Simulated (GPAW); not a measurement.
CdF2, 3 atoms in the cell. The structure is cubic, space group Fm-3m (No. 225). Conventional cell: a = 5.388 Å, b = 5.388 Å, c = 5.388 Å, α = 90.00°, β = 90.00°, γ = 90.00°. Cd (site symmetry m-3m) is surrounded by 8 F at 2.33 Å. Around F (site symmetry -43m) lie 4 Cd at 2.33 Å. 

```yaml
Program: GPAW 26.7.0
Task: dielectric tensor
Functional: LDA
Potentials_or_basis: the program's PAW data sets (release 1.2.1) made for this functional
Cutoff: 600 eV
Basis: pw
k_mesh: 7 × 7 × 7
Occupations: fermi-dirac, width 0.001 eV
Spin: no spin polarisation
Response_ecut: 80 eV
Maxiter: 150
Response_k_mesh: 22 × 22 × 22
Response_bands: 43
Kernels: "[\"RPA\", \"Bootstrap\", \"LR0.2\"]"
Coarser_k_mesh: 15 × 15 × 15
```

Potentials or basis: the program's PAW data sets (release 1.2.1) made for this functional, pw.

Command:

```console
$ OMP_NUM_THREADS=1 python run.py
```

Hardware: 1 thread of Arm Neoverse V1 (shared host).

**Question.** Estimate the wall time of this run.

**Answer.** Run time: 18 min on 1 thread of Arm Neoverse V1, on a shared host, peak memory 0.97 GiB. Counts: scf iterations 41, plane waves 1317, bands 24, k points 20.
